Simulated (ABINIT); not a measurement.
# Cr (Cmcm) in ABINIT: a series of runs

One crystal, Cr, is run at these levels: PBE; tasks: single point.

All numbers are computed with ABINIT 10.8.3 (patched build); they aren't measurements. Logs are shortened: lines on timing, memory, paths and dates and some standing lists are left out, and cuts for length are marked. The log counts tension as positive stress, the text compression.

## (1) Starting point

It takes space group Cmcm (No. 63, orthorhombic). Conventional cell: a = 2.294 Å, b = 4.934 Å, c = 4.064 Å, α = 90.00°, β = 90.00°, γ = 90.00°. Cr (site symmetry m2m) has 8 Cr at 2.29 to 2.62 Å as nearest neighbours.

This isn't the form of Cr at room conditions, which is bcc.

## (2) Single point, PBE

run.abi

```
pp_dirpath "./"
pseudos "Cr.GGA_PBE-JTH.xml"

acell 2.7206502538 2.7206502538 4.06431074 Angstrom
rprim
     0.4216089530    -0.9067777516     0.0000000000
     0.4216089530     0.9067777516     0.0000000000
     0.0000000000     0.0000000000     1.0000000000
ntypat 1
znucl 24
natom 2
typat 1 1
xcart
     1.1470505050    -1.8282263653     3.0482330550
     1.1470505050     1.8282263653     1.0160776850 Angstrom
chkprim 0
chksymtnons 0
tolsym 1.0e-6

ecut 23.0
pawecutdg 45.0
pawxcdev 0

kptopt 1
ngkpt 8 8 5
nshiftk 1
shiftk 0.0 0.0 0.0

ixc 11

nband 18
occopt 3
tsmear 0.00183747

nstep 100
tolvrs 1.0e-9

iomode 3
prtwf 0
prteig 0
prtebands 0
enunit 1
prtden 1
prtvha 1
prtvclmb 1
prtpot 1
```

Potentials or basis: JTH PAW PBE v2.0.

Started as:

```sh
$ abinit run.abi > log 2>&1
```

run.abo:

```text
.Version 10.8.3 of ABINIT
 Symmetries : space group Cm c m (# 63); Bravais oC (1-face-center ortho.)
================================================================================
 Values of the parameters that define the memory need of the present run
     intxc =       0    ionmov =       0      iscf =      17    lmnmax =      18
     lnmax =       6     mgfft =      36  mpssoang =       3    mqgrid =    3001
     natom =       2  nloc_mem =       2    nspden =       1   nspinor =       1
    nsppol =       1      nsym =       8    n1xccc =       1    ntypat =       1
    occopt =       3   xclevel =       2
       mpw =         840          nfft =       20736          nkpt =          63
 PAW method is used; the additional fine FFT grid is defined by:
   mgfftf=        48    nfftf =     49152
================================================================================
================================================================================

--------------------------------------------------------------------------------
------------- Echo of variables that govern the present computation ------------
--------------------------------------------------------------------------------
 -outvars: echo values of preprocessed input variables --------
            acell      5.1412838641E+00  5.1412838641E+00  7.6804341892E+00 Bohr
              amu      5.19961000E+01
          chkprim           0
      chksymtnons           0
             ecut      2.30000000E+01 Hartree
           enunit           1
                       outvar_i_n : Printing only first  50 k-points.
              ixc          11
                       outvar_i_n : Printing only first  50 k-points.
         kptrlatt        8    0    0      0    8    0      0    0    5
          kptrlen      3.46817809E+01
            natom           2
            nband          18
            ngfft          24      24      36
          ngfftdg          32      32      48
             nkpt          63
            nstep         100
             nsym           8
           ntypat           1
                       prtocc : prtvol=0, do not print more k-points.
           occopt           3
        pawecutdg      4.50000000E+01 Hartree
         pawxcdev           0
        prtebands           0
           prteig           0
           prtpot           1
         prtvclmb           1
           prtvha           1
            prtwf           0
            rprim      4.2160895300E-01 -9.0677775160E-01  0.0000000000E+00
                       4.2160895300E-01  9.0677775160E-01  0.0000000000E+00
                       0.0000000000E+00  0.0000000000E+00  1.0000000000E+00
          spgroup          63
           tolsym      1.00000000E-06
           tolvrs      1.00000000E-09
           tsmear      1.83747000E-03 Hartree
            typat      1  1
           useylm           1
                       outvars : Printing only first  50 k-points.
           xangst      1.1470505050E+00 -1.8282263653E+00  3.0482330550E+00
                       1.1470505050E+00  1.8282263653E+00  1.0160776850E+00
            xcart      2.1676113070E+00 -3.4548471266E+00  5.7603256419E+00
                       2.1676113070E+00  3.4548471266E+00  1.9201085473E+00
             xred      8.7053258001E-01  1.2946742001E-01  7.5000000000E-01
                       1.2946742001E-01  8.7053258001E-01  2.5000000000E-01
            znucl       24.00000

================================================================================

 chkinp: Checking input parameters for consistency.

================================================================================
== DATASET  1 ==================================================================

--- !DatasetInfo
iteration_state: {dtset: 1, }
dimensions: {natom: 2, nkpt: 63, mband: 18, nsppol: 1, nspinor: 1, nspden: 1, mpw: 840, }
cutoff_energies: {ecut:  23.0, pawecutdg:  45.0, }
electrons: {nelect:   2.80000000E+01, charge:   0.00000000E+00, occopt:   3.00000000E+00, tsmear:   1.83747000E-03, }
meta: {optdriver: 0, ionmov: 0, optcell: 0, iscf: 17, paral_kgb: 0, }
...

 Exchange-correlation functional for the present dataset will be:
  GGA: Perdew-Burke-Ernzerhof functional - ixc=11
  J.P.Perdew, K.Burke, M.Ernzerhof, PRL 77, 3865 (1996)

 Real(R)+Recip(G) space primitive vectors, cartesian coordinates (Bohr,Bohr^-1):
 R(1)=  2.1676113 -4.6620018  0.0000000  G(1)=  0.2306687 -0.1072501  0.0000000
 R(2)=  2.1676113  4.6620018  0.0000000  G(2)=  0.2306687  0.1072501  0.0000000
 R(3)=  0.0000000  0.0000000  7.6804342  G(3)=  0.0000000  0.0000000  0.1302010
 Unit cell volume ucvol=  1.5522784E+02 bohr^3
 Angles (23,13,12)=  9.00000000E+01  9.00000000E+01  1.30127582E+02 degrees

 Coarse grid specifications (used for wave-functions):

 getcut: wavevector=  0.0000  0.0000  0.0000  ngfft=  24  24  36
         ecut(hartree)=     23.000   => boxcut(ratio)=   2.16318
[... 47 lines left out ...]
 ETOT 21  -174.81219941592     4.704E-11 3.815E-05 8.791E-09
 ETOT 22  -174.81219941592     2.558E-12 2.397E-05 1.093E-08
 ETOT 23  -174.81219941592     4.462E-12 2.961E-05 1.826E-09
 ETOT 24  -174.81219941592    -1.023E-12 1.759E-05 3.939E-10

 At SCF step   24       nres2   =  3.94E-10 < tolvrs=  1.00E-09 =>converged.

 Cartesian components of stress tensor (hartree/bohr^3)
  sigma(1 1)= -2.91117734E-04  sigma(3 2)=  0.00000000E+00
  sigma(2 2)= -6.01752643E-05  sigma(3 1)=  0.00000000E+00
  sigma(3 3)= -2.87041260E-04  sigma(2 1)=  0.00000000E+00

--- !ResultsGS
iteration_state: {dtset: 1, }
comment   : Summary of ground state results
lattice_vectors:
- [  2.1676113,  -4.6620018,   0.0000000, ]
- [  2.1676113,   4.6620018,   0.0000000, ]
- [  0.0000000,   0.0000000,   7.6804342, ]
lattice_lengths: [   5.14128,    5.14128,    7.68043, ]
lattice_angles: [ 90.000,  90.000, 130.128, ] # degrees, (23, 13, 12)
lattice_volume:   1.5522784E+02
convergence: {deltae: -1.023E-12, res2:  3.939E-10, residm:  1.759E-05, diffor: null, }
etotal    :  -1.74812199E+02
entropy   :   0.00000000E+00
fermie    :   3.93271634E-01
cartesian_stress_tensor: # hartree/bohr^3
- [ -2.91117734E-04,   0.00000000E+00,   0.00000000E+00, ]
- [  0.00000000E+00,  -6.01752643E-05,   0.00000000E+00, ]
- [  0.00000000E+00,   0.00000000E+00,  -2.87041260E-04, ]
pressure_GPa:   6.2601E+00
xred      :
- [  8.7053E-01,   1.2947E-01,   7.5000E-01, Cr]
- [  1.2947E-01,   8.7053E-01,   2.5000E-01, Cr]
cartesian_forces: # hartree/bohr
- [ -8.35560468E-20,   2.39707257E-03,  -5.13552285E-31, ]
- [  8.35560468E-20,  -2.39707257E-03,   5.13552285E-31, ]
force_length_stats: {min:   2.39707257E-03, max:   2.39707257E-03, mean:   2.39707257E-03, }
...

 Integrated electronic density in atomic spheres:
 ------------------------------------------------
 Atom  Sphere_radius  Integrated_density
    1        2.10818         12.24637735
    2        2.10818         12.24637735

================================================================================

 ----iterations are completed or convergence reached----

 Mean square residual over all n,k,spin=   45.237E-09; max=  17.592E-06
 reduced coordinates (array xred) for    2 atoms
       0.870532580007      0.129467420007      0.750000000000
       0.129467420007      0.870532580007      0.250000000000
 rms dE/dt=  9.1245E-03; max dE/dt=  1.1175E-02; dE/dt below (all hartree)
    1       0.011175156679     -0.011175156679      0.000000000000
    2      -0.011175156679      0.011175156679      0.000000000000

 cartesian coordinates (angstrom) at end:
    1      1.14705050500000    -1.82822636530000     3.04823305500000
    2      1.14705050500000     1.82822636530000     1.01607768500000

 cartesian forces (hartree/bohr) at end:
    1     -0.00000000000000     0.00239707256760    -0.00000000000000
    2      0.00000000000000    -0.00239707256760     0.00000000000000
 frms,max,avg= 1.3839505E-03 2.3970726E-03   0.000E+00  0.000E+00  0.000E+00 h/b

 cartesian forces (eV/Angstrom) at end:
    1     -0.00000000000000     0.12326242740047    -0.00000000000000
    2      0.00000000000000    -0.12326242740047     0.00000000000000
 frms,max,avg= 7.1165596E-02 1.2326243E-01   0.000E+00  0.000E+00  0.000E+00 e/A
 length scales=  5.141283864063  5.141283864063  7.680434189186 bohr
              =  2.720650253800  2.720650253800  4.064310740000 angstroms
 Fermi (or HOMO) energy (eV) =  10.70147   Average Vxc (eV)= -13.19846
 Eigenvalues (   eV  ) for nkpt=  63  k points:
 kpt#   1, nband= 18, wtk=  0.00313, kpt=  0.0000  0.0000  0.0000 (reduced coord)
 -61.15953  -60.95234  -32.76352  -32.22857  -31.97965  -31.80293  -31.75254  -31.74140
   2.58512    6.29489    8.48529    8.71958    9.82606   10.87792   11.70460   11.74043
  11.82415   12.41241
 prteigrs : prtvol=0 or 1, do not print more k-points.

--- !EnergyTerms
iteration_state     : {dtset: 1, }
comment             : Components of total free energy in Hartree
kinetic             :  3.07833027120851E+01
hartree             :  3.29921817558670E+01
xc                  : -9.57752333054548E+00
Ewald energy        : -1.32335997187752E+02
psp_core            :  9.74532999269372E+00
local_psp           : -9.55869899743948E+01
PAW spherical_terms : -1.08313773076480E+01
internal            : -1.74811073339695E+02
'-kT*entropy'       : -1.10951268595084E-03
total_energy        : -1.74812182852381E+02
total_energy_eV     : -4.75688182809919E+03
...

--- !EnergyTermsDC
iteration_state     : {dtset: 1, }
comment             : '"Double-counting" decomposition of free energy'
band_energy         : -1.95281056586547E+01
Ewald energy        : -1.32335997187752E+02
psp_core            :  9.74532999269372E+00
xc_dc               : -3.00931336222508E+01
PAW spherical_terms : -2.59918342726873E+00
internal            : -1.74811089903233E+02
'-kT*entropy'       : -1.10951268595084E-03
total_energy_dc     : -1.74812199415919E+02
total_energy_dc_eV  : -4.75688227881602E+03
...

--- !EnergyTermsWithPAWCore
iteration_state     : {dtset: 1, }
comment             : 'Components of total free energy, including PAW core contributions'
Total energy        : -2.10172630071343E+03
Total energy DC     : -2.10172631727696E+03
Total energy (eV)   : -5.71908861520498E+04
Total energy DC (eV): -5.71908866027667E+04
...

 Cartesian components of stress tensor (hartree/bohr^3)
  sigma(1 1)= -2.91117734E-04  sigma(3 2)=  0.00000000E+00
  sigma(2 2)= -6.01752643E-05  sigma(3 1)=  0.00000000E+00
  sigma(3 3)= -2.87041260E-04  sigma(2 1)=  0.00000000E+00

-Cartesian components of stress tensor (GPa)         [Pressure=  6.2601E+00 GPa]
- sigma(1 1)= -8.56497944E+00  sigma(3 2)=  0.00000000E+00
- sigma(2 2)= -1.77041740E+00  sigma(3 1)=  0.00000000E+00
- sigma(3 3)= -8.44504543E+00  sigma(2 1)=  0.00000000E+00

== END DATASET(S) ==============================================================
================================================================================

 -outvars: echo values of variables after computation  --------
            acell      5.1412838641E+00  5.1412838641E+00  7.6804341892E+00 Bohr
           etotal     -1.7481219942E+02
            fcart     -8.3556046774E-20  2.3970725676E-03 -5.1355228480E-31
                       8.3556046774E-20 -2.3970725676E-03  5.1355228480E-31
            rprim      4.2160895300E-01 -9.0677775160E-01  0.0000000000E+00
                       4.2160895300E-01  9.0677775160E-01  0.0000000000E+00
                       0.0000000000E+00  0.0000000000E+00  1.0000000000E+00
           strten     -2.9111773402E-04 -6.0175264342E-05 -2.8704125985E-04
                       0.0000000000E+00  0.0000000000E+00  0.0000000000E+00
           xangst      1.1470505050E+00 -1.8282263653E+00  3.0482330550E+00
                       1.1470505050E+00  1.8282263653E+00  1.0160776850E+00
             xred      8.7053258001E-01  1.2946742001E-01  7.5000000000E-01
                       1.2946742001E-01  8.7053258001E-01  2.5000000000E-01
 Calculation completed.
```

Run time: 65 s. Hardware: 1 thread of Arm Neoverse V1, shared host; peak memory 0.13 GiB.

What came out:

| Property | Result |
| --- | --- |
| Free energy | -4756.8823 eV |
| Pressure | 6.3 GPa |
| Largest force | 0.123 eV/Å |
| Band gap on the k mesh | none (metal or under the smearing width) |
| Valence electrons inside the program's atomic spheres | Cr 12.25 (radii [1.1156] Å) |

Forces on the atoms (eV/Å):
```
Cr   0.000  0.123  0.000
Cr   0.000 -0.123  0.000
```

Stress tensor (GPa, compression positive):
```
8.56 0.00 0.00
0.00 1.77 0.00
0.00 0.00 8.45
```

Caveat: the k mesh is coarse (spacing up to 0.38 Å⁻¹), so the values aren't converged; the run has no spin polarisation, though such a crystal can be magnetic. Spin polarisation is off, so any magnetic state and its effect on volume and gap are missing.

## (3) Single point, PBE, collinear spin, ferromagnetic start

Changes to run.abi since step 2:

```diff
@@ -30,5 +30,10 @@
 
-nband 18
+nband 20
 occopt 3
 tsmear 0.00183747
+
+nsppol 2
+spinat
+     0.0000000000     0.0000000000     3.0000000000
+     0.0000000000     0.0000000000     3.0000000000
```

Potentials or basis: JTH PAW PBE v2.0.

Started as:

```sh
$ abinit run.abi > log 2>&1
```

It took 2 min on 1 thread of Arm Neoverse V1, shared host; peak memory 0.18 GiB.

The run converged. Its results:

| Item | Value |
| --- | --- |
| Free energy | -4756.8823 eV |
| Pressure | 6.3 GPa |
| Largest force | 0.123 eV/Å |
| Band gap on the k mesh | none (metal or under the smearing width) |
| Net moment | 0.00 μB per cell |
| Valence electrons inside the program's atomic spheres | Cr 12.25 (radii [1.1156] Å) |

Forces on the atoms (eV/Å):
```
Cr   0.000  0.123  0.000
Cr   0.000 -0.123  0.000
```

Stress tensor (GPa, compression positive):
```
8.57 0.00 0.00
0.00 1.77 0.00
0.00 0.00 8.45
```

Levels at points of the mesh, in eV from the Fermi level:
Spin up:
| k point | band 11 | band 12 | band 13 | band 14 | band 15 | band 16 | band 17 | band 18 |
| --- | --- | --- | --- | --- | --- | --- | --- | --- |
| (0.00, 0.00, 0.00) | -2.22 | -1.98 | -0.88 | 0.18 | 1.00 | 1.04 | 1.12 | 1.70 |
| (0.50, 0.00, 0.00) | -3.79 | -1.36 | -0.24 | 0.05 | 0.26 | 1.86 | 2.07 | 2.26 |
| (0.50, 0.50, 0.00) | -2.61 | -2.41 | -1.94 | -1.42 | 0.54 | 2.06 | 2.57 | 2.74 |
Spin down:
```tsv
k point	band 10	band 11	band 12	band 13	band 14	band 15	band 16	band 17	band 18	band 19
(0.00, 0.00, 0.00)	-4.41	-2.22	-1.98	-0.88	0.18	1.00	1.04	1.12	1.70	1.86
(0.50, 0.00, 0.00)	-3.88	-3.79	-1.36	-0.24	0.05	0.26	1.86	2.07	2.26	4.42
(0.50, 0.50, 0.00)	-3.55	-2.61	-2.41	-1.94	-1.42	0.54	2.06	2.57	2.74	3.87
```

Caveat: the k mesh is coarse (spacing up to 0.38 Å⁻¹), so the values aren't converged; the starting moments collapsed, and a magnetic state may lie lower.

(Part 1 of 2 ends here.)
